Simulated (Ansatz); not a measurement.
# CuO (P6_3mc) in Ansatz: further runs, part 2 of 2

Ansatz 0.2.0. Earlier steps stand in the parts before.

### Step 4. Band structure, PBE+U

File input.yaml:

```yaml
crystal:
  lattice:
    - [3.28802443, 0.0, 0.0]
    - [-1.64401221, 2.84751268, 0.0]
    - [0.0, 0.0, 5.38502486]
  atoms:
    - { symbol: Cu, position: [0.6666666667, 0.3333333333, 0.0] }
    - { symbol: Cu, position: [0.3333333333, 0.6666666667, 0.5] }
    - { symbol: O, position: [0.6666666667, 0.3333333333, 0.6252] }
    - { symbol: O, position: [0.3333333333, 0.6666666667, 0.1252] }
hamiltonian:
  xc: pbe
  pseudopotentials: { kind: paw }
  hubbard: { sites: [{ species: Cu, l: d, u_eff: 8.0 }] }
kpoints:
  mp_grid: { grid: [9, 9, 5] }
  band_path:
    path:
      - [[0.0, 0.0, 0.0], [0.5, 0.0, 0.0], [0.3333333333, 0.3333333333, 0.0], [0.0, 0.0, 0.0], [0.0, 0.0, 0.5], [0.5, 0.0, 0.5], [0.3333333333, 0.3333333333, 0.5], [0.0, 0.0, 0.5]]
      - [[0.5, 0.0, 0.5], [0.5, 0.0, 0.0]]
      - [[0.3333333333, 0.3333333333, 0.0], [0.3333333333, 0.3333333333, 0.5]]
    npoints: 14
scf:
  occupations: { method: fermi_dirac, width: 0.05 }
  n_extra_bands: 10
output:
  forces: true
  stress: true
  eigenvalues: true
  fatbands: false
```

Potentials or basis: Ansatz PAW.

Launch:

```bash
$ ansatz run input.yaml --threads 2 --pin off --max-ram 5632MiB --backend cpu --events-out ev --progress --plain --runs-dir out
```

Output:

```text
Warning: RAYON_NUM_THREADS=2 ignored (pool sized by the plan → 2); use --threads N
Cu: projections on atomic orbitals take those of the free atom [Ne] 3s2 3p6 3d10 4s1, of charge +0.00 (hamiltonian.pseudopotentials.projection_atoms); the dataset's partial waves leave at most 2.0e-6 of an orbital's norm unspanned inside its sphere
O: projections on atomic orbitals take those of the free atom [He] 2s2 2p4, of charge +0.00 (hamiltonian.pseudopotentials.projection_atoms); the dataset's partial waves leave at most 1.9e-8 of an orbital's norm unspanned inside its sphere
[... 78 lines left out ...]
  k-point 1: bands = ["-102.3482", "-102.3472", "-59.7696", "-59.7696", "-59.7690", "-59.7690", "-59.7353", "-59.7315", "-10.4091", "-10.0959", "2.1048", "2.2107", "2.2107", "2.3049", "2.3632", "2.3632", "3.4980", "3.4980", "3.8105", "3.8105", "4.8443", "7.1374", "7.1374", "7.3075", "7.7741", "7.7741", "9.8018", "13.3398", "16.5086", "21.2895", "21.9146", "21.9146", "22.7173", "22.7173", "25.5490"]
  k-point 2: bands = ["-102.3477", "-102.3473", "-59.7694", "-59.7694", "-59.7692", "-59.7692", "-59.7342", "-59.7327", "-10.3074", "-10.1877", "2.0220", "2.0687", "2.2384", "2.2384", "2.2965", "2.2965", "3.6122", "3.6122", "3.7321", "3.7321", "5.6869", "6.5524", "7.3364", "7.3364", "7.5797", "7.5797", "10.9145", "12.1614", "17.7797", "19.4158", "22.0073", "22.0073", "22.2974", "22.2974", "26.2605"]
  k-point 35: bands = ["-102.3473", "-102.3473", "-59.7724", "-59.7724", "-59.7722", "-59.7717", "-59.7330", "-59.7330", "-9.9647", "-9.9647", "2.1363", "2.1363", "2.1364", "2.4026", "3.1693", "3.1693", "3.5967", "3.6430", "4.3976", "4.3976", "4.6722", "4.6722", "5.3013", "5.8216", "6.5195", "6.5195", "16.2473", "16.3004", "16.4863", "16.4863", "17.3277", "17.3277", "22.8694", "24.3108", "24.3108"]
Occupation matrices written to <dir>
```

bands.tsv:

```text
# k_distance	band_0	band_1	band_2	band_3	band_4	band_5	band_6	band_7	band_8	band_9	band_10	band_11	band_12	band_13	band_14	band_15	band_16	band_17	band_18	band_19	band_20	band_21	band_22	band_23	band_24	band_25	band_26	band_27	band_28	band_29	band_30	band_31	band_32	band_33	band_34
[... 149 lines left out ...]
7.778595	-109.350438	-109.350438	-66.775467	-66.775467	-66.775056	-66.775056	-66.736143	-66.736143	-16.966050	-16.966050	-4.897224	-4.897224	-4.744970	-4.744970	-3.842369	-3.842369	-3.384287	-3.384287	-2.468264	-2.468264	-2.444305	-2.444305	-1.430406	-1.430406	-0.446914	-0.446914	9.265294	9.265294	9.686273	9.686273	10.015907	10.015907	16.781911	16.781911	17.547449
```

It took 10 s on 2 threads of Arm Neoverse V1, shared host; peak memory 0.42 GiB.

What came out:

| Quantity | Value |
| --- | --- |
| Free energy | -14378.2769 eV |
| Pressure | -4.0 GPa |
| Largest force | 0.069 eV/Å |
| Band gap on the k mesh | none (metal or under the smearing width) |

Forces on the atoms (eV/Å):
```
Cu   0.000  0.000 -0.069
Cu   0.000  0.000 -0.069
O    0.000  0.000  0.069
O    0.000  0.000  0.069
```

Levels at the corners of the path, in eV from the Fermi level:
```tsv
point	band 22	band 23	band 24	band 25	band 26	band 27	band 28	band 29	band 30	band 31
Γ	0.06	0.06	0.72	0.84	0.84	2.23	6.99	8.85	14.91	14.91
M	-2.28	-1.69	-1.28	-0.25	0.05	7.22	8.07	9.18	10.39	11.72
K	-2.07	-2.07	-0.83	-0.83	-0.67	9.01	9.01	9.22	9.43	12.13
Γ	0.06	0.06	0.72	0.84	0.84	2.23	6.99	8.85	14.91	14.91
A	-0.87	0.46	0.46	0.46	0.46	4.53	4.53	11.55	11.55	15.12
L	-2.40	-0.54	-0.54	-0.49	-0.49	7.37	7.37	9.43	9.43	13.20
H	-2.44	-1.43	-1.43	-0.45	-0.45	9.27	9.27	9.69	9.69	10.02
A	-0.87	0.46	0.46	0.46	0.46	4.53	4.53	11.55	11.55	15.12
L	-2.40	-0.54	-0.54	-0.49	-0.49	7.37	7.37	9.43	9.43	13.20
M	-2.28	-1.69	-1.28	-0.25	0.05	7.22	8.07	9.18	10.39	11.72
K	-2.07	-2.07	-0.83	-0.83	-0.67	9.01	9.01	9.22	9.43	12.13
H	-2.44	-1.43	-1.43	-0.45	-0.45	9.27	9.27	9.69	9.69	10.02
```

Eigenvalues of the final occupation matrices:
| site | spin | trace | eigenvalues |
| --- | --- | --- | --- |
| site 1 | 1 | 4.82 | 0.94 0.94 0.95 0.99 0.99 |
| site 2 | 1 | 4.82 | 0.94 0.94 0.95 0.99 0.99 |

Caveat: the pressure holds a Pulay correction of +0.6 GPa for the finite cutoff; the run has no spin polarisation, though such a crystal can be magnetic; U without spin polarisation on a metal has little footing.

### Step 5. The runs side by side

```csv
U,gap on the mesh (eV),pressure (GPa),largest force (eV/Å)
Cu d U = 5 eV,none,-6.4,0.07
Cu d U = 6 eV,none,-5.6,0.07
Cu d U = 8 eV,none,-4.0,0.07
```

Alike in all rows: task band structure; level PBE+U; potentials or basis Ansatz PAW; no spin polarisation; cell as given; k mesh 9 × 9 × 5; cutoff (eV) 420; smearing fermi-dirac 0.05 eV.

Every run on the cell as given and a fine mesh finds a metal.

Caveats: the run has no spin polarisation, though such a crystal can be magnetic; U without spin polarisation on a metal has little footing.

Total energies depend on the potentials used, so only differences within one code and one set of settings carry meaning.
